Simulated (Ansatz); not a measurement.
Runs of Ansatz 0.2.0 on MnS. Symmetry: Fm-3m, No. 225, cubic system. The conventional cell has a = 5.209 Å, b = 5.209 Å, c = 5.209 Å, α = 90.00°, β = 90.00°, γ = 90.00°. Around Mn (site symmetry m-3m) lie 6 S at 2.60 Å. S (site symmetry m-3m) is surrounded by 6 Mn at 2.60 Å. 

```tsv
task	level	cell	k mesh	cutoff (eV)	points for each segment of the path	mesh quality	gap on the mesh (eV)	pressure (GPa)	moment (μB)	relaxed volume (Å³/atom)
relaxation of cell and atoms	r2SCAN	relaxed	9 × 9 × 9	500	-	not flagged	none	0.0	4.98	(b)
relaxation of cell and atoms	HSE03	relaxed	5 × 5 × 5	420	-	not flagged	1.11	0.0	5.00	18.06
relaxation of cell and atoms	RPBE+D4	relaxed	9 × 9 × 9	420	-	not flagged	none	0.0	4.25	15.20
single point	PBE	as given	5 × 5 × 5	420	-	coarse	none	-4.3	4.59	-
band structure	PBE	as given	9 × 9 × 9	420	14	not flagged	none	(a)	4.71	-
```

Alike in all rows: potentials or basis Ansatz PAW; spin collinear, ferromagnetic start; smearing fermi-dirac 0.05 eV.

**Question.** Estimate the missing entries.

**Answer.** (a) -2.9; (b) 17.76.

Caveats: some runs use coarse meshes; a cell with one magnetic atom can't hold antiferromagnetic order, which such compounds often take; semilocal functionals often make such compounds metallic where correlation or magnetic order opens a gap, which also shifts bond lengths (some runs); the plane-wave basis is chosen anew once the cell has moved, so the energies of steps on either side of that aren't comparable (some runs); the PAW data sets come from PBE, with cores solved anew for the run's functional, which leaves a small shift of forces and pressure (some runs); the magnetic or orbital state may not be the lowest (some runs); odd divisions of the mesh miss points on the zone boundary, where band edges often lie, so the gap on the mesh can be too wide (some runs); the volume moved by -14 % from the deposited cell, more than functionals usually miss (some runs).

A k mesh can miss the band edges.

A gap of «none» marks a metal or a gap under the smearing width.
